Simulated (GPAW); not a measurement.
The system is CaO.

```xyz
2
Lattice="0.0000 2.4036 2.4036 2.4036 0.0000 2.4036 2.4036 2.4036 0.0000" Properties=species:S:1:pos:R:3 pbc="T T T"
Ca    0.0000    0.0000    0.0000
O     2.4036    2.4036    2.4036
```

The cell is a database's computed one.

| Quantity | Value |
| --- | --- |
| Program | GPAW 26.7.0 |
| Task | relaxation of cell and atoms |
| Functional | PBEsol |
| Dispersion | D4 |
| Potentials or basis | PAW data sets generated in the run's folder for this functional |
| Cutoff | 800 eV |
| Basis | pw |
| k mesh | 10 × 10 × 10 |
| Occupations | fermi-dirac, width 0.05 eV |
| Spin | no spin polarisation |

At the start: pressure -3.3 GPa; volume 13.89 Å³/atom.

**Question.** Where does the relaxation end?

**Answer.** Over 3 steps the energy falls by 4.0 meV/atom and the volume is 13.47 Å³/atom (-3.0 %); space group Fm-3m (No. 225, to 0.05 Å).

The path:
| step | energy change (eV) | largest force (eV/Å) | pressure (GPa) | volume (Å³) |
| --- | --- | --- | --- | --- |
| 1 | 0.0000 | 0.0000 | -3.26 | 27.77 |
| 2 | -0.0030 | 0.0000 | -2.62 | 27.60 |
| 3 | -0.0079 | 0.0000 | 0.10 | 26.94 |

Final structure:
```yaml
crystal:
  lattice:
    - [0.00000, 2.37936, 2.37936]
    - [2.37936, 0.00000, 2.37936]
    - [2.37936, 2.37936, 0.00000]
  atoms:
    - { symbol: Ca, position: [0.00000, 0.00000, 0.00000] }
    - { symbol: O, position: [0.50000, 0.50000, 0.50000] }
```

Caveat: later steps reuse the first step's grids.
